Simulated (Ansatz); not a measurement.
Crystal: CdS.

```xyz
2
Lattice="4.2612 0.0000 0.0000 -2.1306 3.6903 0.0000 0.0000 0.0000 5.8042" Properties=species:S:1:pos:R:3 pbc="T T T"
Cd    0.0000    0.0000    2.5695
S     2.1306    1.2301    2.5208
```

Measurements of this composition are mostly on another form, of space group No. 186.

Program: Ansatz 0.2.0. Alike in all runs: potentials or basis Ansatz PAW; cell as given. Hardware: 2 threads of Arm Neoverse V2, with other jobs on the host.

Question: Order these runs on this cell by their wall time, lowest first.
A. task band structure; level r2SCAN; spin SOC, no magnetisation; k mesh 5 × 5 × 4; cutoff (eV) 500; smearing fermi-dirac 0.05 eV; points for each segment of the path 14
B. task single point; level PBE; spin off; k mesh 7 × 7 × 5; cutoff (eV) 420; smearing gaussian 0.019 eV
C. task band structure; level BLYP; spin off; k mesh 7 × 7 × 5; cutoff (eV) 420; smearing fermi-dirac 0.05 eV; points for each segment of the path 14
D. task band structure; level r2SCAN; spin off; k mesh 7 × 7 × 5; cutoff (eV) 500; smearing fermi-dirac 0.05 eV; points for each segment of the path 14

Answer: B (2.9 s), C (7.4 s), D (21 s), A (76 s).
